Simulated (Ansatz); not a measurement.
# Y2COS MXene monolayer in a perpendicular field, part 2 of 4

What dipole does a perpendicular field induce in the Y2COS MXene monolayer? A positive field points along +c.

Ansatz 0.2.0; plane-wave DFT, PBEsol-D3(BJ), Ansatz PAW (the session's first sound run).

So far. Step 2 (Relaxing the slab): The lattice constant a goes from 3.478 to 3.563 Å.

### 3. Atoms held, field 0, start network

A sawtooth potential applies the field, turning back in the middle of the vacuum. With the dipole correction the typed value is the field outside the slab. The induced dipole is small, so the SCF threshold is tight.

The cell differs from the one that the last finished run ended in (c 42.797 → 23.442 Å).

File input.yaml:

```yaml
crystal:
  lattice:
    - [3.5629269695, 0.0, 0.0]
    - [-1.7814634847, 3.0855852674, 0.0]
    - [0.0, 0.0, 23.4415356541]
  atoms:
    - { symbol: S, position: [0.3333333333, 0.6666666667, 0.3839338912] }
    - { symbol: "Y", position: [0.6666666667, 0.3333333333, 0.4537880957] }
    - { symbol: C, position: [0.0, 0.0, 0.511255055] }
    - { symbol: "Y", position: [0.3333333333, 0.6666666667, 0.5865128412] }
    - { symbol: O, position: [0.6666666667, 0.3333333333, 0.6160661088] }
kpoints:
  mp_grid: { grid: [18, 18, 1] }
  band_path:
    path: [[0, 0, 0], [0.5, 0, 0], [0.33333333, 0.33333333, 0], [0, 0, 0]]
    npoints: 16
hamiltonian:
  xc: pbesol
  dispersion: d3bj
scf:
  occupations: { method: fermi_dirac, width: 0.05 }
  convergence: { dr2_threshold: 1.0e-10 }
efield:
  axis: 3
  dipole_correction: true
  ramp_position: 0.97
  ramp_width: 0.06
  amplitude: 0
output:
  dos: { projected: true, e_range: [-6, 5] }
  bader: true
  write_potential: true
  write_density: true
  volumetric_format: npy
  elf: true
```

Command:

```bash
ansatz run input.yaml --threads 4 --pin off --max-ram 6144MiB --backend cpu --events-out ev --progress --plain --runs-dir out
```

Numbers of over 12 decimals in the logs are rounded to 6 here.

What it wrote:

```text
[...]
Crystal: 5 atoms, lattice volume = 257.710 Å³
Basis set: ecut = 420 eV, 4957 PW (Γ)
Bands: 24, of which v1, the nominal top of the filled ones, is band 19 counted from 1 (18 counted from 0)
Symmetry: 6 space group operations
[...]
k-points: 37 of 324 (time reversal used)
[...]
SCF iter   1: F=—  HF=-9287.227603 eV  |F-HF|=—  |Δ(HF+E_count)|=         —  Δρ=7.10e-3  dr2=1.23e0  ethr=1.77e-3  p=0.169 e·Å  D=1.19e-1 V/Å  ΔV_dip=-2.78 eV  dr2_dipole=3.70e-1  V_vac-E_F(+/−)=4.47/7.25 eV  ⟨swp⟩=8.3  Hψ=5074  notcnv=0
efield: sawtooth ramp at fractional position 0.9700 (set: `efield.ramp_position`, or a place that a band, a saddle search or an elastic batch's reference lends), width 0.0600; the density the first Hamiltonian is built on has a dipole p = 0.169 e·Å; the dipole correction subtracts the counter field D = 1.19e-1 V/Å, which shifts the + side's vacuum level by -2.78 eV against the − side's; the planar-averaged density in the ramp window peaks in size at 3.8e-6 e/Å³
[...]
SCF iter   2: F=—  HF=-9287.155575 eV  |F-HF|=—  |Δ(HF+E_count)|=   7.20e-2  Δρ=5.55e-3  dr2=1.23e-1  ethr=1.77e-3  p=0.096 e·Å  D=6.74e-2 V/Å  ΔV_dip=-1.58 eV  dr2_dipole=1.66e-2  V_vac-E_F(+/−)=5.28/6.86 eV  ⟨swp⟩=2.0  Hψ=1639  notcnv=0
[...]
SCF iter  12: F=-9287.137549 eV  HF=-9287.137549 eV  |F-HF|=4.91e-11  |Δ(HF+E_count)|=  3.77e-10  Δρ=1.63e-7  dr2=8.01e-11  ethr=1.00e-12  p=0.086 e·Å  D=6.04e-2 V/Å  ΔV_dip=-1.42 eV  dr2_dipole=1.64e-12  V_vac-E_F(+/−)=5.34/6.75 eV  ⟨swp⟩=4.6  Hψ=2889  notcnv=0
SCF 1 converged in 12 iterations: F = -9287.137549 eV  dr2 = 8.01e-11
[...]
NSCF: frozen V_eff on 49 k-points
efield: sawtooth ramp at fractional position 0.9700 (kept from the solve that this one continues, or follows in the run), width 0.0600; the density the first Hamiltonian is built on has a dipole p = 0.086 e·Å; the dipole correction subtracts the counter field D = 6.04e-2 V/Å, which shifts the + side's vacuum level by -1.42 eV against the − side's; the planar-averaged density in the ramp window peaks in size at 1.5e-6 e/Å³
[...]
SCF converged after 12 iterations
Free energy (F): -9287.137549 eV
[...]
Internal energy: -9287.104087 eV  (E = F + TS)
E sigma→0 (E₀):  -9287.120818 eV
Entropy (-TS):   -0.033462 eV (-6.692 meV/atom)
Fermi energy:    -1.166352 eV
Dipole field:    D = 0.060392 V/Å  (p = 0.086010 e·Å, saw-weighted, corrected)
Work function:   Φ+ = 5.3374 eV   Φ− = 6.7530 eV
Levels:          The Fermi level and band energies are counted from a zero that moves with the ramp; work functions are not
[...]
--- Band table (eV; the first three rows and the last of 37) ---
  k-point 0: bands = [... 15 lower, -1.9550, -1.9550, -1.2518, -0.1988, -0.1988, 2.6966, 3.0419, 3.0419, ... 1 higher]
  k-point 1: bands = [... 15 lower, -2.0980, -1.9459, -1.1252, -0.3849, -0.2610, 2.7054, 3.0199, 3.1257, ... 1 higher]
  k-point 2: bands = [... 15 lower, -2.3299, -1.9242, -0.9959, -0.7956, -0.4174, 2.5913, 3.0842, 3.3046, ... 1 higher]
  k-point 36: bands = [... 15 lower, -3.0015, -2.6315, -2.3488, -1.8808, -1.5121, 2.7866, 3.8213, 3.9284, ... 1 higher]
--- Bader charges: 5 sites ---
  site symbol  charge [e]  shift [e]
     0      S     -0.8313     0.0001
     1      Y      1.7178     0.0001
     2      C     -1.5310     0.0001
     3      Y      1.9850     0.0001
     4      O     -1.3405     0.0001
  estimated error of the sums over rays = 6.6e-4 e
```

The job ended after 15 s (4 threads of Intel Xeon Platinum 8488C (Sapphire Rapids), shared host; peak memory 0.73 GiB).

This step gave:

- energy at zero smearing: -9287.1208 eV
- work function, upper face: 5.337 eV
- work function, lower face: 6.753 eV
- dipole along the normal: 0.08601 e·Å
- step between the vacuum levels: -1.416 eV

Running mean over a fixed 2.8 Å (it still follows the layers) of the planar mean; the ramp of the sawtooth is left out. The electron's electrostatic potential energy less the Fermi level by z:

```
z (Å)  electron's electrostatic potential energy less the Fermi level (eV)
  3.0                                                                 6.75
  3.5                                                                 6.75
  4.0                                                                 6.75
  4.5                                                                 6.75
  5.0                                                                 6.75
  5.5                                                                 6.75
  6.0                                                                 6.73
  6.5                                                                 6.62
  7.0                                                                 6.08
  7.5                                                                 4.49
  8.0                                                                 2.49
  8.5                                                                0.631
  9.0                                                                -1.91
  9.5                                                                -4.94
 10.0                                                                -6.52
 10.5                                                                -6.65
 11.0                                                                -6.54
 11.5                                                                -5.84
 12.0                                                                -5.04
 12.5                                                                -5.24
 13.0                                                                -6.53
 13.5                                                                -6.70
 14.0                                                                -5.92
 14.5                                                                -4.76
 15.0                                                                -2.24
 15.5                                                                0.996
 16.0                                                                 3.82
 16.5                                                                 5.04
 17.0                                                                 5.28
 17.5                                                                 5.32
 18.0                                                                 5.33
 18.5                                                                 5.34
 19.0                                                                 5.34
 19.5                                                                 5.34
 20.0                                                                 5.34
 20.5                                                                 5.34
```

The density of states has structure finer than the step of the table below, so its rows give means over 0.25 eV, whole bins alone (the curve runs from -6 to 1.99 eV). Peaks (eV: height): -3.380: 9.93, -2.690: 10.4, -2.500: 10.5, -2.220: 10.6, -2.140: 11.1, -1.670: 10.6, -0.790: 10.3.

The density of states by energy, zero at the Fermi level; means over each step:

```
energy (eV)  density of states (states/eV a cell)
      -4.00                                     0
      -3.75                               0.00672
      -3.50                                  3.09
      -3.25                                  3.79
      -3.00                                  3.40
      -2.75                                  6.32
      -2.50                                  6.65
      -2.25                                  6.66
      -2.00                                  1.76
      -1.75                                  5.61
      -1.50                                  1.96
      -1.25                                  3.88
      -1.00                                  5.67
      -0.75                                  5.78
      -0.50                                  2.45
      -0.25                                  4.27
       0.00                                  4.08
       0.25                                  4.08
       0.50                                  1.12
       0.75                                 0.574
       1.00                                 0.129
       1.25                                     0
```

Projected DOS per atom over height of the atomic layer and energy from the Fermi level. Layers: S Y C Y O from below.

Ten even steps from '_' (0.00 states/eV) to '@' (3.86 states/eV), each cell a mean:
```
__________
__________
__________
__________
::__--____
::__++____
::__==____
==::==____
++::--____
--....____
==....____
==......**
::..__::@@
..____..++
______::**
________..
__________
__________
__________
__________
__________
__________
```
Columns: height of the atomic layer (Å) from 9 to 14.4 (not evenly spaced); rows upwards: energy from the Fermi level (eV) from -5.96 to 1.96.

The electronic bands at the labelled points (eV, zero at the Fermi level):

```
  point  band 16  band 17  band 18  band 19  band 20  band 21  band 22  band 23
      Γ    -0.79    -0.79    -0.09     0.97     0.97     3.86     4.21     4.21
halfway    -1.65    -0.83    -0.76     0.19     0.34     3.11     4.66     4.97
      M    -1.64    -1.12    -1.00    -0.26     0.25     2.58     4.93     5.21
halfway    -1.62    -1.41    -0.91    -0.59    -0.16     3.35     4.75     5.17
      K    -1.84    -1.47    -1.18    -0.71    -0.35     3.95     4.99     5.09
halfway    -1.81    -1.03    -0.70    -0.18     0.21     3.75     3.95     5.02
      Γ    -0.79    -0.79    -0.09     0.97     0.97     3.86     4.21     4.21
```

Valence density in the ca plane at fractional y = 0.333, with atoms of Y and O within 0.2 Å of it. It is the smooth field of the valence electrons, not physical close to the nuclei.

Ten steps, logarithmic in the rise over the least value, from '0' (0.0 e/Å³) to '9' (6.8 e/Å³), each cell a mean:
```
00000000000000000112233455432222234432100000
00000000000000000011225788642111357864100000
00000000000000000001136888742112369985200000
00000000000000000001136888742112368985200000
00000000000000000012224677532211246653100000
00000000000000000123333343332222233321000000
00000000000000000123433222233323333210000000
00000000000000000134443222233333343210000000
00000000000000000123333222233322333221000000
```
Columns run along c (16.0 Å, from fractional 0.08 to 0.76 of the cell), rows up along a (3.6 Å). Atoms in or near the plane, at fractional coordinates: Y at (0.45, 0.67), O at (0.62, 0.67).

Electrostatic potential energy in the ca plane at fractional y = 0.333, with atoms of Y and O within 0.2 Å of it. With pseudopotentials it is smooth inside the atoms' cores, unlike the true potential.

Values in eV, 5 rows by 16 columns, each cell a mean:
```
  5   5   5   5   5   5   4   0 -22 -23   0   1  -9   0   5   5
  5   5   5   5   5   5   5  -1 -39 -39  -2   3 -32 -15   5   5
  5   5   5   5   5   5   4   0 -24 -25   0   1 -10  -1   5   5
  5   5   5   5   5   5   3  -1  -2  -1   1  -4  -6   2   4   4
  5   5   5   5   5   5   3  -1  -1  -1   1  -4  -7   2   4   4
```
Columns run along c (16.0 Å, from fractional 0.08 to 0.76 of the cell; values clipped at the 3rd and 97th percentile), rows up along a (3.6 Å). Atoms in or near the plane, at fractional coordinates: Y at (0.45, 0.67), O at (0.62, 0.67).

ELF in the ca plane at fractional y = 0.333, with atoms of Y and O within 0.2 Å of it. It is the smooth field of the valence electrons, not physical close to the nuclei.

Ten even steps from '0' (0.00) to '9' (0.84), each cell a mean:
```
00000000000000001346532576313420135776420000
00000000000000000011116999931111489998631000
00000000000000000000018967950012697589631000
00000000000000000001017989940111598799631000
00000000000000000123313899621211268997521000
00000000000000002467752232135520012444210000
00000000000000014789986211478731232000000000
00000000000000024799997312588731352000000000
00000000000000013688874111257631111121100000
```
Columns run along c (16.0 Å, from fractional 0.08 to 0.76 of the cell), rows up along a (3.6 Å). Atoms in or near the plane, at fractional coordinates: Y at (0.45, 0.67), O at (0.62, 0.67).

The work function of the upper face is 5.34 eV.

### 4. Atoms held, field 0.1 V/Å

input.yaml: that of step 3 with these lines changed.

```diff
@@ -25,8 +25,6 @@
   dipole_correction: true
-  ramp_position: 0.97
-  ramp_width: 0.06
-  amplitude: 0
+  ramp_position: 0.9534
+  ramp_width: 0.0999
+  amplitude: 0.1
 output:
-  dos: { projected: true, e_range: [-6, 5] }
-  bader: true
   write_potential: true
@@ -34,2 +32 @@
   volumetric_format: npy
-  elf: true
```

What it wrote:

```text
[...]
Crystal: 5 atoms, lattice volume = 257.710 Å³
Basis set: ecut = 420 eV, 4957 PW (Γ)
Bands: 24, of which v1, the nominal top of the filled ones, is band 19 counted from 1 (18 counted from 0)
Symmetry: 6 space group operations
[...]
k-points: 37 of 324 (time reversal used)
[...]
k-point 0: bands = [... 15 lower, -1.9763, -1.9763, -1.2715, -0.2194, -0.2194, 2.6945, 3.0251, 3.0251, ... 1 higher]
  k-point 1: bands = [... 15 lower, -2.1182, -1.9672, -1.1456, -0.4054, -0.2816, 2.6996, 3.0095, 3.1090, ... 1 higher]
  k-point 2: bands = [... 15 lower, -2.3479, -1.9456, -1.0168, -0.8158, -0.4378, 2.5782, 3.0830, 3.3215, ... 1 higher]
  k-point 36: bands = [... 15 lower, -3.0168, -2.6469, -2.3785, -1.8966, -1.5251, 2.7889, 3.8154, 3.9104, ... 1 higher]
[key lines of the parts left out:]
SCF converged after 15 iterations
Free energy (F): -9287.148238 eV
Fermi energy:    -1.184772 eV
Dipole field:    D = 0.089716 V/Å  (p = 0.127773 e·Å, saw-weighted, corrected)
```

It took 8.7 s on 4 threads; peak memory 0.69 GiB; 33 s of CPU time.

The dipole is 0.128 e·Å, 0.0418 e·Å from its value without field.

### 5. Atoms held, field -0.1 V/Å

input.yaml: that of step 4 with these lines changed.

```diff
@@ -27,3 +27,3 @@
   ramp_width: 0.0999
-  amplitude: 0.1
+  amplitude: -0.1
 output:
```

What it wrote:

```text
[...]
Crystal: 5 atoms, lattice volume = 257.710 Å³
Basis set: ecut = 420 eV, 4957 PW (Γ)
Bands: 24, of which v1, the nominal top of the filled ones, is band 19 counted from 1 (18 counted from 0)
Symmetry: 6 space group operations
[...]
k-points: 37 of 324 (time reversal used)
[...]
k-point 0: bands = [... 15 lower, -1.9249, -1.9249, -1.2232, -0.1692, -0.1692, 2.6974, 3.0674, 3.0674, ... 1 higher]
  k-point 1: bands = [... 15 lower, -2.0690, -1.9157, -1.0959, -0.3555, -0.2315, 2.7127, 3.0207, 3.1409, ... 1 higher]
  k-point 2: bands = [... 15 lower, -2.3030, -1.8940, -0.9662, -0.7665, -0.3881, 2.6122, 3.0629, 3.2374, ... 1 higher]
  k-point 36: bands = [... 15 lower, -2.9769, -2.6071, -2.3103, -1.8562, -1.4900, 2.7929, 3.8336, 3.9550, ... 1 higher]
[key lines of the parts left out:]
SCF converged after 14 iterations
Free energy (F): -9287.131037 eV
Fermi energy:    -1.139009 eV
Dipole field:    D = 0.031058 V/Å  (p = 0.044233 e·Å, saw-weighted, corrected)
```

Elapsed: 8.4 s, on 4 threads; peak memory 0.7 GiB; 32 s of CPU time.

The dipole is 0.0442 e·Å, -0.0418 e·Å from its value without field.

### 6. Atoms held, field 0.5 V/Å

input.yaml: that of step 5 with these lines changed.

```diff
@@ -25,5 +25,5 @@
   dipole_correction: true
-  ramp_position: 0.9534
-  ramp_width: 0.0999
-  amplitude: -0.1
+  ramp_position: 0.8837
+  ramp_width: 0.2393
+  amplitude: 0.5
 output:
```

What it wrote:

```text
[...]
Crystal: 5 atoms, lattice volume = 257.710 Å³
Basis set: ecut = 420 eV, 4957 PW (Γ)
Bands: 24, of which v1, the nominal top of the filled ones, is band 19 counted from 1 (18 counted from 0)
Symmetry: 6 space group operations
[...]
k-points: 37 of 324 (time reversal used)
[...]
k-point 0: bands = [... 15 lower, -2.0860, -2.0860, -1.3754, -0.3267, -0.3267, 2.6226, 2.9313, 2.9313, ... 1 higher]
  k-point 1: bands = [... 15 lower, -2.2231, -2.0770, -1.2522, -0.5123, -0.3886, 2.6238, 2.9184, 3.0156, ... 1 higher]
  k-point 2: bands = [... 15 lower, -2.4436, -2.0558, -1.1251, -0.9218, -0.5442, 2.4935, 2.9955, 3.2304, ... 1 higher]
  k-point 36: bands = [... 15 lower, -3.0986, -2.7318, -2.5217, -1.9846, -1.6007, 2.7699, 3.7453, 3.8130, ... 1 higher]
[key lines of the parts left out:]
SCF converged after 15 iterations
Free energy (F): -9287.232766 eV
Fermi energy:    -1.282709 eV
Dipole field:    D = 0.207067 V/Å  (p = 0.294903 e·Å, saw-weighted, corrected)
```

Run time: 8.3 s. Hardware: 4 threads; peak memory 0.69 GiB.

The dipole is 0.295 e·Å, 0.209 e·Å from its value without field.

### 7. Single point, field -0.3 V/Å

input.yaml: that of step 6 with these lines changed.

```diff
@@ -25,6 +25,8 @@
   dipole_correction: true
-  ramp_position: 0.8837
-  ramp_width: 0.2393
-  amplitude: 0.5
+  ramp_position: 0.9503
+  ramp_width: 0.1061
+  amplitude: -0.3
 output:
+  dos: { projected: true, e_range: [-6, 5] }
+  bader: true
   write_potential: true
@@ -32 +34,2 @@
   volumetric_format: npy
+  elf: true
```

What it wrote:

```text
[...]
Crystal: 5 atoms, lattice volume = 257.710 Å³
Basis set: ecut = 420 eV, 4957 PW (Γ)
Bands: 24, of which v1, the nominal top of the filled ones, is band 19 counted from 1 (18 counted from 0)
Symmetry: 6 space group operations
[...]
k-points: 37 of 324 (time reversal used)
[...]
k-point 36: bands = [... 15 lower, -2.9380, -2.5693, -2.2447, -1.8183, -1.4570, 2.7930, 3.8380, 3.9966, ... 1 higher]
--- Bader charges: 5 sites ---
  site symbol  charge [e]  shift [e]
     0      S     -0.8131     0.0001
     1      Y      1.7171     0.0001
     2      C     -1.5360     0.0001
     3      Y      1.9824     0.0001
     4      O     -1.3505     0.0001
  estimated error of the sums over rays = 7.2e-4 e
[key lines of the parts left out:]
SCF converged after 15 iterations
Free energy (F): -9287.130549 eV
Fermi energy:    -1.095596 eV
Dipole field:    D = -0.027645 V/Å  (p = -0.039371 e·Å, saw-weighted, corrected)
```

It took 17 s on 4 threads; peak memory 0.71 GiB; 67 s of CPU time.

The dipole is -0.0394 e·Å, -0.125 e·Å from its value without field.

(Continued in part 3 of 4.)

[Logs are printed without paths, hosts, clocks, repeated set-up lines and the standing remarks that a program may print on its own settings, such as how far it seeks lower states.]

[Hosts, paths, dates, database ids (printed as entryN), source tags and the programs' standing remarks are cut or masked in the printed files.]

[Maps of the electrostatic potential energy from Ansatz leave out the sawtooth potential of an applied field or a dipole correction, so their vacuum need not be flat; planar profiles and work functions include it.]

[The density of states shown here was stored with 400 of the rows of the run's finer table, so its peaks can read low, often by over a quarter, or be missed, and its means over a window can be off by a tenth or more.]
